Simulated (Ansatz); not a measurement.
TiC: C interstitial

All numbers below come from DFT PBE, scalar-relativistic, plane waves, PAW (Ansatz). Run with 420 eV cutoff, 5×5×5 k-mesh, Gaussian smearing of 0.10 eV, no spin polarisation.

Host crystal, relaxed:

```
Ti C
1.0
     0.00000    2.16639    2.16639
     2.16639    0.00000    2.16639
     2.16639    2.16639    0.00000
Ti C
1 1
Cartesian
  0.0000 0.0000 0.0000
  2.1664 2.1664 2.1664
```

Supercell of 16 atoms, rows in host cell vectors: 0 -2 2; 0 0 2; -2 0 2. Atoms relax at the host's cell, keeping the symmetry that the supercell leaves at the site. The cell is small, so energies carry finite-size errors of tenths of an eV. The host is a metal.

Defect: C interstitial, charge 0.

Command:

```bash
ansatz run input.yaml --threads 4 --pin off --max-ram 10240MiB --backend cpu --events-out ev --progress --plain --runs-dir out
```

The input:

```yaml
crystal:
  lattice:
    - [0.0, 4.3327798708, -4.3327798708]
    - [4.3327798708, 4.3327798708, 0.0]
    - [4.3327798708, 0.0, -4.3327798708]
  atoms:
    - { symbol: Ti, position: [0.0, 0.0, 0.5] }
    - { symbol: Ti, position: [0.0, 0.5, 0.5] }
    - { symbol: Ti, position: [0.5, 0.0, 0.5] }
    - { symbol: Ti, position: [0.5, 0.5, 0.5] }
    - { symbol: Ti, position: [0.0, 0.0, 1.0] }
    - { symbol: Ti, position: [0.0, 0.5, 1.0] }
    - { symbol: Ti, position: [0.5, 0.0, 1.0] }
    - { symbol: Ti, position: [0.5, 0.5, 1.0] }
    - { symbol: C, position: [0.25, 0.75, 0.25] }
    - { symbol: C, position: [0.25, 0.25, 0.25] }
    - { symbol: C, position: [0.75, 0.75, 0.25] }
    - { symbol: C, position: [0.75, 0.25, 0.25] }
    - { symbol: C, position: [0.25, 0.75, 0.75] }
    - { symbol: C, position: [0.25, 0.25, 0.75] }
    - { symbol: C, position: [0.75, 0.75, 0.75] }
    - { symbol: C, position: [0.75, 0.25, 0.75] }
    - { symbol: C, position: [0.875, 0.375, 0.875] }
basis:
  ecutwfc: 420
  xc_grid: 2
kpoints:
  mp_grid: { grid: [5, 5, 5], shift: [0.0, 0.0, 0.0] }
hamiltonian:
  xc: pbe
scf:
  occupations: { method: gaussian, width: 0.1 }
output:
  forces: true
  stress: false
  eigenvalues: true
relax:
  adjacent_minimum: "off"
  f_tol: 0.025
  max_steps: 45
```

From the output:

```
Warning: RAYON_NUM_THREADS=4 ignored (pool sized by the plan → 4); use --threads N
Crystal: 17 atoms, lattice volume = 162.678 Å³
Basis set: ecut = 420 eV, 3143 PW (Γ), exchange–correlation on 90×90×90 points (8 copies of the dense FFT grid, shifted against one another)
Bands: 83, of which v1, the nominal top of the filled ones, is band 66 counted from 1 (65 counted from 0)
Symmetry: 24 space group operations
Space group: F-43m (ITA 216), of the structure as read, at distance tolerance 5.5e-5 Å
k-points: 10 of 125 (time reversal used)
relax step   1: F+E_penalty+E_count = -22262.52591115 eV  Δ(F+E_penalty+E_count) = +0.000e0 eV  max|allowed force component| = 2.874e0 eV/Å  Δτ_max = 0.0000 Å
relax step   2: F+E_penalty+E_count = -22263.74019399 eV  Δ(F+E_penalty+E_count) = -1.214e0 eV  max|allowed force component| = 1.020e0 eV/Å  Δτ_max = 0.0860 Å
relax step   3: F+E_penalty+E_count = -22264.07194243 eV  Δ(F+E_penalty+E_count) = -3.317e-1 eV  max|allowed force component| = 3.542e-1 eV/Å  Δτ_max = 0.0657 Å
relax step   4: F+E_penalty+E_count = -22264.13221311 eV  Δ(F+E_penalty+E_count) = -6.027e-2 eV  max|allowed force component| = 1.365e-1 eV/Å  Δτ_max = 0.0407 Å
relax step   5: F+E_penalty+E_count = -22264.13940442 eV  Δ(F+E_penalty+E_count) = -7.191e-3 eV  max|allowed force component| = 7.144e-3 eV/Å  Δτ_max = 0.0109 Å
relax step   6: F+E_penalty+E_count = -22264.13940443 eV  Δ(F+E_penalty+E_count) = -1.027e-8 eV  max|allowed force component| = 7.117e-3 eV/Å  Δτ_max = 0.0000 Å
SCF converged after 6 iterations
Free energy (F): -22264.139404 eV
E sigma→0 (E₀):  -22264.127038 eV
Fermi energy:    15.800906 eV
```

The relaxation gained 1.61 eV in 6 steps. Time: 44 s on 4 threads of Intel(R) Xeon(R) Processor @ 2.50GHz (Skylake/Cascade Lake), with other jobs on the host, peak memory 0.69 GiB.